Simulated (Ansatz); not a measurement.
TiO2:

```
Ti O
1.0
     4.81270    0.00000    0.00000
     0.00000    4.87188    0.00000
    -0.86289    0.00000    4.96659
Ti O
4 8
Direct
  0.27744 0.05281 0.21315
  0.72256 0.55281 0.28685
  0.72256 0.94719 0.78685
  0.27744 0.44719 0.71315
  0.06384 0.17697 0.85156
  0.93616 0.67697 0.64844
  0.93616 0.82303 0.14844
  0.06384 0.32303 0.35156
  0.44536 0.75763 0.46677
  0.55464 0.25763 0.03323
  0.55464 0.24237 0.53323
  0.44536 0.74237 0.96677
```

The cell comes from a database or a generator and needn't be the stable form of this composition.

```yaml
Program: Ansatz 0.2.0
Task: relaxation of cell and atoms
Functional: PBEsol
Dispersion: D4
Potentials_or_basis: Ansatz PAW
Cutoff: "420 eV (not typed: the program's choice for these potentials)"
k_mesh: 6 × 6 × 6
Occupations: fermi-dirac, width 0.05 eV
Spin: no spin polarisation
```

At the start: volume 9.70 Å³/atom.

**Question.** How do energy, volume and symmetry change on relaxing?

**Answer.** It ends after 10 steps and the volume is 9.42 Å³/atom (-2.9 %); space group P2_1/c (No. 14, to 0.05 Å).

The path:
```csv
step,energy change (eV),largest force (eV/Å),volume (Å³)
1,0.0000,0.1493,116.45
2,-0.0668,0.0831,114.28
3,-0.0780,0.0432,113.42
4,-0.0812,0.0977,113.31
5,-0.0820,0.0320,113.29
6,-0.0828,0.0111,113.21
7,-0.0828,0.0035,113.22
8,-0.0679,0.0035,113.22
9,-0.0688,0.0023,113.08
10,-0.0680,0.0023,113.08
```

Final structure:
```xyz
12
Lattice="4.7578 0.0000 -0.0034 0.0000 4.8489 0.0000 -0.8566 0.0000 4.9023" Properties=species:S:1:pos:R:3 pbc="T T T"
Ti    1.1450    0.2620    1.0433
Ti    3.1844    2.6864    1.4044
Ti    2.7561    4.5869    3.8556
Ti    0.7167    2.1625    3.4945
O    -0.4068    0.8219    4.1372
O     3.8797    3.2463    3.2128
O     4.3080    4.0270    0.7617
O     0.0215    1.6026    1.6860
O     1.7013    3.6793    2.3109
O     2.6282    1.2549    0.1369
O     2.1999    1.1696    2.5880
O     1.2730    3.5940    4.7620
```

Caveat: the plane-wave basis is chosen anew once the cell has moved, so the energies of steps on either side of that aren't comparable; the pressure holds a Pulay correction of +0.9 GPa for the finite cutoff; the PAW data sets come from PBE, with cores solved anew for the run's functional, which leaves a small shift of forces and pressure.
